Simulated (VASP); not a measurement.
# Ge (P6_3/mmc) in VASP: further runs, part 2 of 2

VASP 6.6.1. The steps go on from the part before.

## (3) Single point, r2SCAN

Contents of INCAR:

```
SYSTEM = Ge
ADDGRID = .False.
ALGO = Normal
EDIFF = 1E-6
ENCUT = 350
ISIF = 2
ISMEAR = 0
LASPH = .True.
LCHARG = .False.
LMIXTAU = .True.
LREAL = .False.
LWAVE = .False.
METAGGA = R2SCAN
NBANDS = 36
NELM = 100
PREC = Accurate
SIGMA = 0.05
```

Contents of KPOINTS:

```
k-points
0
Gamma
  7 7 4
  0 0 0
```

Contents of POSCAR:

```
Ge
1.0
    3.9975858431      0.0000000000      0.0000000000
   -1.9987929216      3.4620108940      0.0000000000
    0.0000000000      0.0000000000      6.5993779500
Ge
4
Direct
    0.3333333333      0.6666666667      0.9370987500
    0.6666666667      0.3333333333      0.4370987500
    0.3333333333      0.6666666667      0.5629012500
    0.6666666667      0.3333333333      0.0629012500
```

Potentials or basis: VASP PAW PBE potentials, release 64 (Ge_d).

Started as:

```console
> cat potpaw_PBE.64/Ge_d/POTCAR > POTCAR
> mpirun -np 1 vasp_std > vasp.out
```

OUTCAR:

```text
SYSTEM = Ge
   EDIFF = 1E-6
   ENCUT = 350
   ISIF = 2
   ISMEAR = 0
   LASPH = .True.
   LREAL = .False.
   METAGGA = R2SCAN
   NELM = 100
   PREC = Accurate

 Found     24 irreducible k-points:

 Following reciprocal coordinates:
            Coordinates               Weight
  0.000000  0.000000  0.000000      1.000000
  0.142857 -0.000000  0.000000      6.000000
  0.285714 -0.000000  0.000000      6.000000
  0.428571 -0.000000  0.000000      6.000000
  0.142857  0.142857  0.000000      6.000000
  0.285714  0.142857  0.000000     12.000000
   k-points           NKPTS =     24   k-points in BZ     NKDIM =     24   number of bands    NBANDS=     36
   number of dos      NEDOS =    301   number of ions     NIONS =      4
   total plane-waves  NPLWV =  23040
   dimension x,y,z NGX =    24 NGY =   24 NGZ =   40
   dimension x,y,z NGXF=    48 NGYF=   48 NGZF=   80
   ions per type =               4
   NGX,Y,Z   is equivalent  to a cutoff of   9.98,  9.98, 10.08 a.u.
   NGXF,Y,Z  is equivalent  to a cutoff of  19.96, 19.96, 20.15 a.u.
 SYSTEM =  Ge
   PREC   = accura    normal or accurate (medium, high low for compatibility)
   ISTART =      0    job   : 0-new  1-cont  2-samecut
   ICHARG =      2    charge: 1-file 2-atom 10-const
   ISPIN  =      1    spin polarized calculation?
   LNONCOLLINEAR =      F non collinear calculations
   LSORBIT =      F    spin-orbit coupling
   LASPH  =      T    aspherical Exc in radial PAW
   ENCUT  =  350.0 eV  25.72 Ry    5.07 a.u.   6.10  6.10 10.07*2*pi/ulx,y,z
   NELM   =    100;   NELMIN=  2; NELMDL= -5     # of ELM steps
   EDIFF  = 0.1E-05   stopping-criterion for ELM
   LREAL  =      F    real-space projection
   EDIFFG = 0.1E-04   stopping-criterion for IOM
   NSW    =      0    number of steps for IOM
   IBRION =     -1    ionic relax: 0-MD 1-quasi-New 2-CG
   NFREE  =      0    steps in history (QN), initial steepest desc. (CG)
   ISIF   =      2    stress and relaxation
   ISYM   =      2    0-nonsym 1-usesym 2-fastsym
   POTIM  = 0.5000    time-step for ionic-motion
   TEBEG  =    0.0;   TEEND  =   0.0 temperature during run
   PSTRESS=    0.0 pullay stress
   NELECT =      56.0000    total number of electrons
   NUPDOWN=      -1.0000    fix difference up-down
   EMIN   =  10.00;   EMAX   =-10.00  energy-range for DOS
   EFERMI =   0.00;   METHOD = LEGACY
   ISMEAR =     0;   SIGMA  =   0.05  broadening in eV -4-tet -1-fermi 0-gaus
   EFERMI_NEDOS =   21; number of points for ismear=-14 and -15
   IALGO  =     38    algorithm
   IMIX   =      4    mixing-type and parameters
     AMIX     =   0.40;   BMIX     =  1.00
     AMIX_MAG =   1.60;   BMIX_MAG =  1.00
  volume/ion in A,a.u.               =      22.83       154.09
  Fermi-wavevector in a.u.,A,eV,Ry     =   1.390789  2.628209 26.317650  1.934293
  Thomas-Fermi vector in A             =   2.514690
   LORBIT       =      0    0 simple, 1 ext, 2 COOP (PROOUT), +10 PAW based schemes
   METAGGA = R2SCAN    functional components
   LHFCALC =     F    Hartree Fock is set to
   AEXX    =    0.0000 exact exchange contribution
   IVDW    =     0    specifies the selected vdW correction
   LEPSILON=     F    determine dielectric tensor
   LRPA    =     F    only Hartree local field effects (RPA)
 non-spin polarized calculation
 Gauss-broadening in eV      SIGMA  =   0.05
  energy-cutoff  :      350.00
  volume of cell :       91.33
 maximum number of plane-waves:      1378
   NGX = 13   NGY = 13   NGZ = 21

 number of electron      55.9999900 magnetization

 Free energy of the ion-electron system (eV)
  ---------------------------------------------------
  ext. energy  EPLUGINS =         0.00000000
  ---------------------------------------------------
  free energy    TOTEN  =       -55.39750449 eV

  energy without entropy =      -55.39724628  energy(sigma->0) =      -55.39737538

 E-fermi :   4.9359     XC(G=0): -10.7690

 val. band max:        4.8945797270   @ k =   0.0000   0.0000   0.0000
 cond. band min:       4.9605748210   @ k =   0.0000   0.0000   0.0000
 fundamental gap:      0.0659950940
 Fermi energy:         4.9358920439

 k-point     1 :       0.0000    0.0000    0.0000
  band No.  band energies     occupation
      1     -20.7847      2.00000
      2     -20.7847      2.00000
      3     -20.7464      2.00000
      4     -20.7444      2.00000
      5     -20.7443      2.00000
      6     -20.7331      2.00000
[... 28 lines left out ...]
     35       9.5954      0.00000
     36      11.4760      0.00000

 k-point     2 :       0.1429   -0.0000    0.0000
  band No.  band energies     occupation
      1     -20.7961      2.00000
      2     -20.7884      2.00000
      3     -20.7574      2.00000
      4     -20.7509      2.00000
      5     -20.7440      2.00000
      6     -20.7195      2.00000
[... 28 lines left out ...]
     35      10.4914      0.00000
     36      11.1958      0.00000

 k-point     3 :       0.2857   -0.0000    0.0000
  band No.  band energies     occupation
      1     -20.8052      2.00000
      2     -20.7929      2.00000
      3     -20.7737      2.00000
      4     -20.7605      2.00000
      5     -20.7370      2.00000
      6     -20.7064      2.00000
[... 28 lines left out ...]
     35      12.1085      0.00000
     36      12.3098      0.00000

 k-point     4 :       0.4286   -0.0000    0.0000
  band No.  band energies     occupation
      1     -20.8023      2.00000
      2     -20.7939      2.00000
      3     -20.7882      2.00000
      4     -20.7655      2.00000
      5     -20.7223      2.00000
      6     -20.7008      2.00000
[... 28 lines left out ...]
     35      12.5624      0.00000
     36      13.7489      0.00000

 k-point     5 :       0.1429    0.1429    0.0000
  band No.  band energies     occupation
      1     -20.8026      2.00000
      2     -20.7963      2.00000
      3     -20.7674      2.00000
      4     -20.7625      2.00000
      5     -20.7352      2.00000
      6     -20.7110      2.00000
[... 28 lines left out ...]
     35      10.7997      0.00000
     36      12.1552      0.00000

 k-point     6 :       0.2857    0.1429    0.0000
  band No.  band energies     occupation
      1     -20.8046      2.00000
      2     -20.8008      2.00000
      3     -20.7823      2.00000
      4     -20.7738      2.00000
      5     -20.7152      2.00000
      6     -20.6918      2.00000
[... 28 lines left out ...]
     35      11.3956      0.00000
     36      12.5011      0.00000

 [... further k-points ...]

------------------------ aborting loop because EDIFF is reached ----------------------------------------

  FORCE on cell =-STRESS in cart. coord.  units (eV):
  Direction    XX          YY          ZZ          XY          YZ          ZX
  --------------------------------------------------------------------------------------
  -------------------------------------------------------------------------------------
  Total        0.0665029      0.0665029     -0.0507597     -0.0000000     -0.0000000      0.0000000
  in kB        1.1666002      1.1666002     -0.8904316     -0.0000000     -0.0000000      0.0000000
  external PRESSURE =       0.4809230 kB  Pullay stress =       0.0000000 kB

 VOLUME and BASIS-vectors are now :
 -----------------------------------------------------------------------------
  energy-cutoff  :      350.00
  volume of cell :       91.33
      direct lattice vectors                 reciprocal lattice vectors
     3.997585843  0.000000000  0.000000000     0.250150976  0.144424733  0.000000000
    -1.998792922  3.462010894  0.000000000     0.000000000  0.288849467  0.000000000
     0.000000000  0.000000000  6.599377950     0.000000000  0.000000000  0.151529433

 POSITION                                       TOTAL-FORCE (eV/Angst)
 -----------------------------------------------------------------------------------
     -0.00000      2.30801      6.18427        -0.000000     -0.000000      0.008911
      1.99879      1.15400      2.88458        -0.000000      0.000000      0.008911
     -0.00000      2.30801      3.71480         0.000000      0.000000     -0.008911
      1.99879      1.15400      0.41511        -0.000000      0.000000     -0.008911
 -----------------------------------------------------------------------------------
    total drift:                               -0.000000      0.000000     -0.000000

  FREE ENERGIE OF THE ION-ELECTRON SYSTEM (eV)
  ---------------------------------------------------
  free  energy   TOTEN  =       -55.3975044896 eV

  energy  without entropy=      -55.3972462779  energy(sigma->0) =      -55.39737538
```

OSZICAR:

```text
N       E                     dE             d eps       ncg     rms          rms(c)
DAV:   1     0.401400143361E+03    0.40140E+03   -0.23864E+04  2020   0.361E+03
DAV:   2     0.130030973979E+02   -0.38840E+03   -0.37931E+03  1728   0.693E+02
DAV:   3    -0.573949683542E+02   -0.70398E+02   -0.69628E+02  1876   0.188E+02
[... 20 lines left out ...]
DAV:  24    -0.553974665083E+02   -0.22860E-04   -0.41172E-06  1360   0.105E-02    0.507E-02
DAV:  25    -0.553974826576E+02   -0.16149E-04   -0.54702E-06  1436   0.154E-02    0.314E-02
DAV:  26    -0.553974983731E+02   -0.15716E-04   -0.30315E-06  1360   0.120E-02    0.145E-02
DAV:  27    -0.553975000501E+02   -0.16770E-05   -0.65121E-07  1224   0.583E-03    0.929E-03
DAV:  28    -0.553975053039E+02   -0.52538E-05   -0.40773E-07  1040   0.563E-03    0.334E-03
DAV:  29    -0.553975044896E+02    0.81424E-06   -0.12630E-07   896   0.278E-03
   1 F= -.55397504E+02 E0= -.55397375E+02  d E =-.258212E-03
```

stdout:

```text
POSCAR found type information on POSCAR Ge
 POSCAR found :  1 types and       4 ions
 scaLAPACK will be used
 -----------------------------------------------------------------------------
|                                                                             |
|                                                                             |
|     You enforced a specific xc type in the INCAR file but a different       |
|     I HOPE YOU KNOW WHAT YOU ARE DOING!                                     |
|                                                                             |
 -----------------------------------------------------------------------------

 LDA part: xc-table for (None), standard interpolation
 POSCAR, INCAR and KPOINTS ok, starting setup
 FFT: planning ... GRIDC
 FFT: planning ... GRID_SOFT
 FFT: planning ... GRID
 WAVECAR not read
 entering main loop
```

It took 93 s on 1 thread of Intel Xeon 6975P-C (Granite Rapids), shared host; peak memory 0.18 GiB.

These settings aren't checked as converged: the numbers below hold their error.

Results:

```
Free energy            : -55.3975 eV
Largest force          : 0.009 eV/Å
Band gap on the k mesh : 0.07 eV, direct
```

Caveat: the cutoff is under 1.25 times the usual one of these potentials, so pressure, stress and relaxed cells hold a basis-set (Pulay) error; the PAW data sets were made with another functional, which shifts forces and pressure a little; an odd mesh through Γ misses points on the zone boundary, where band edges often lie.

## (4) Single point, r2SCAN

Edit INCAR of step 3 so:

```diff
@@ -4,3 +4,3 @@
 EDIFF = 1E-6
-ENCUT = 350
+ENCUT = 400
 ISIF = 2
```

KPOINTS is that of step 3.

POSCAR is that of step 3.

Potentials or basis: VASP PAW PBE potentials, release 64 (Ge_d).

Started as:

```console
> cat potpaw_PBE.64/Ge_d/POTCAR > POTCAR
> mpirun -np 1 vasp_std > vasp.out
```

OUTCAR:

```text
SYSTEM = Ge
   EDIFF = 1E-6
   ENCUT = 400
   ISIF = 2
   ISMEAR = 0
   LASPH = .True.
   LREAL = .False.
   METAGGA = R2SCAN
   NELM = 100
   PREC = Accurate

 Found     24 irreducible k-points:

 Following reciprocal coordinates:
            Coordinates               Weight
  0.000000  0.000000  0.000000      1.000000
  0.142857 -0.000000  0.000000      6.000000
  0.285714 -0.000000  0.000000      6.000000
  0.428571 -0.000000  0.000000      6.000000
  0.142857  0.142857  0.000000      6.000000
  0.285714  0.142857  0.000000     12.000000
[... 314 lines left out ...]
  Direction    XX          YY          ZZ          XY          YZ          ZX
  --------------------------------------------------------------------------------------
  -------------------------------------------------------------------------------------
  Total       -1.0269013     -1.0269013     -0.9895361      0.0000000      0.0000000      0.0000000
  in kB      -18.0139964    -18.0139964    -17.3585328      0.0000000      0.0000000      0.0000000
  external PRESSURE =     -17.7955085 kB  Pullay stress =       0.0000000 kB

 VOLUME and BASIS-vectors are now :
 -----------------------------------------------------------------------------
  energy-cutoff  :      400.00
  volume of cell :       91.33
      direct lattice vectors                 reciprocal lattice vectors
     3.997585843  0.000000000  0.000000000     0.250150976  0.144424733  0.000000000
    -1.998792922  3.462010894  0.000000000     0.000000000  0.288849467  0.000000000
     0.000000000  0.000000000  6.599377950     0.000000000  0.000000000  0.151529433

 POSITION                                       TOTAL-FORCE (eV/Angst)
 -----------------------------------------------------------------------------------
     -0.00000      2.30801      6.18427         0.000000     -0.000000     -0.007968
      1.99879      1.15400      2.88458        -0.000000      0.000000     -0.007968
     -0.00000      2.30801      3.71480         0.000000     -0.000000      0.007968
      1.99879      1.15400      0.41511        -0.000000      0.000000      0.007968
 -----------------------------------------------------------------------------------
    total drift:                               -0.000000      0.000000     -0.000000

  FREE ENERGIE OF THE ION-ELECTRON SYSTEM (eV)
  ---------------------------------------------------
  free  energy   TOTEN  =       -55.3908351671 eV

  energy  without entropy=      -55.3905671148  energy(sigma->0) =      -55.39070114
```

stdout:

```text
POSCAR found type information on POSCAR Ge
 POSCAR found :  1 types and       4 ions
 scaLAPACK will be used
 -----------------------------------------------------------------------------
|                                                                             |
|                                                                             |
|     You enforced a specific xc type in the INCAR file but a different       |
|     I HOPE YOU KNOW WHAT YOU ARE DOING!                                     |
|                                                                             |
 -----------------------------------------------------------------------------

 LDA part: xc-table for (None), standard interpolation
 POSCAR, INCAR and KPOINTS ok, starting setup
 FFT: planning ... GRIDC
 FFT: planning ... GRID_SOFT
 FFT: planning ... GRID
 WAVECAR not read
 entering main loop
```

Run time: 2.2 min. Hardware: 1 thread of Intel Xeon 6975P-C (Granite Rapids), shared host; peak memory 0.2 GiB.

The run converged, but some of its settings lie outside the range that counts as converged, so its numbers aren't taken as properties of the crystal.

What came out:

| Item | Value |
| --- | --- |
| Free energy | -55.3908 eV |
| Pressure | -1.8 GPa |
| Largest force | 0.008 eV/Å |
| Band gap on the k mesh | 0.06 eV, direct |

Caveat: the PAW data sets were made with another functional, which shifts forces and pressure a little; an odd mesh through Γ misses points on the zone boundary, where band edges often lie.

## (5) For comparison

An earlier run on the cell as given: functional PBE; potentials or basis VASP PAW PBE potentials, release 64 (Ge_d); cutoff 520 eV; k mesh 8 × 8 × 4; occupations fermi-dirac, width 0.05 eV; no spin polarisation.

- Pressure: 2.9 GPa
- Largest force: 0.014 eV/Å
- Band gap on the k mesh: 0.12 eV, direct
